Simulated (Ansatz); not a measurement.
# A computed series for ZnTe: response to strain

Start from ZnTe in the zinc blende structure (space group F-43m, No. 216; a = 6.1791 Å). Axes: x, y, z lie along the cube axes.

Strains are applied to the cell and any free atomic positions relax; under biaxial strain the out-of-plane vector relaxes too; under stress the whole cell relaxes.

Level of theory: PBE in Ansatz (plane waves to 420 eV, PAW, no SOC).

Candidates:
(a) biaxial strain +2.56 %, plane normal [001], relaxed out of plane
(b) uniaxial stress, 3 GPa compression along x
(c) biaxial strain −4.07 %, plane normal [110], relaxed out of plane

Notes on the quantities. energy relative to the base: free energy F.

**Question.** Order them by energy relative to the base, lowest first.

**Answer.** (a) biaxial strain +2.56 %, plane normal [001], relaxed out of plane (+6.9 meV/atom), (c) biaxial strain −4.07 %, plane normal [110], relaxed out of plane (+27 meV/atom), (b) uniaxial stress, 3 GPa compression along x (+30 meV/atom)

Stability under load was not tested beyond the relaxation.

Ansatz is a program for electronic structure.
